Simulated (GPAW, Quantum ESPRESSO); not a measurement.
The N K edge of atom 1 in BN (P6_3/mmc), with 3 B at 1.44 Å (trigonal planar, site symmetry -6m2), was computed in 2 ways: full core hole (charged cell) and no core hole. Program and functional: Quantum ESPRESSO XSpectra, LDA, Lorentzian half width 0.3 eV up to 4 eV, rising linearly to 2.5 eV at 25 eV; cells of 4 and 16 atoms (the run without a hole in the smaller).

Each run is counted from its own lowest empty level or Fermi level and scaled to a mean of 1 over its first 20 eV. (XSpectra's own axis starts at xe0, in the gap; it has been shifted.)

| E (eV) | run 1 | run 2 |
| --- | --- | --- |
| -2.00 | 0.04 | 0.03 |
| -1.25 | 0.07 | 0.04 |
| -0.50 | 0.15 | 0.06 |
| 0.25 | 0.66 | 0.15 |
| 1.00 | 0.70 | 0.43 |
| 1.75 | 0.95 | 0.60 |
| 2.50 | 0.58 | 0.71 |
| 3.25 | 0.57 | 0.87 |
| 4.00 | 0.74 | 0.83 |
| 4.75 | 1.06 | 0.80 |
| 5.50 | 1.47 | 0.73 |
| 6.25 | 1.79 | 0.74 |
| 7.00 | 1.88 | 0.90 |
| 7.75 | 1.69 | 1.14 |
| 8.50 | 1.45 | 1.30 |
| 9.25 | 1.22 | 1.23 |
| 10.00 | 1.02 | 1.05 |
| 10.75 | 0.95 | 0.97 |
| 11.50 | 0.97 | 0.95 |
| 12.25 | 1.00 | 0.99 |
| 13.00 | 1.07 | 1.08 |
| 13.75 | 1.13 | 1.19 |
| 14.50 | 1.10 | 1.29 |
| 15.25 | 0.97 | 1.41 |
| 16.00 | 0.83 | 1.48 |
| 16.75 | 0.72 | 1.45 |
| 17.50 | 0.65 | 1.34 |
| 18.25 | 0.61 | 1.20 |
| 19.00 | 0.58 | 1.04 |
| 19.75 | 0.54 | 0.91 |
| 20.50 | 0.51 | 0.81 |
| 21.25 | 0.48 | 0.74 |
| 22.00 | 0.45 | 0.69 |
| 22.75 | 0.42 | 0.66 |
| 23.50 | 0.39 | 0.64 |
| 24.25 | 0.38 | 0.62 |
| 25.00 | 0.38 | 0.60 |
| 25.75 | 0.38 | 0.58 |
| 26.50 | 0.38 | 0.57 |
| 27.25 | 0.38 | 0.55 |
| 28.00 | 0.38 | 0.54 |
| 28.75 | 0.39 | 0.53 |
| 29.50 | 0.39 | 0.52 |
| 30.25 | 0.39 | 0.51 |
| 31.00 | 0.38 | 0.49 |
| 31.75 | 0.38 | 0.48 |

The database entry behind the starting cell differs from later determinations by our own check (about 0.3 % short, minor phase), so it need not match the best structure at ambient conditions.

Question: Which run is which?

Run 1: full core hole (charged cell) (area from −2 to 6 eV 5.4, main maxima 0.5 eV (0.74), 1.7 eV (0.97), 6.8 eV (1.90) and 14.0 eV (1.14)). Run 2: no core hole (area from −2 to 6 eV 4.0, main maxima 3.2 eV (0.87), 8.6 eV (1.30) and 16.3 eV (1.48)). With each curve scaled to its own mean, the area from −2 to 6 eV with the hole is 5.4 against 4.0, and the centre of weight from −1 to 20 eV moves by -1.9 eV: the hole pulls the absorber's empty states down.

[Hosts, paths, dates, database ids (printed as entryN), source tags and the programs' standing remarks are cut or masked in the printed files.]

[Lists of maxima count a maximum above −3 eV only where it reaches 4 % of the highest in the window and stands out from its surroundings by 2 % of it (1.5 % where it reaches 55 %); shoulders and weaker maxima are passed over, and of the rest the first, up to two pre-edge ones and the few strongest are named.]
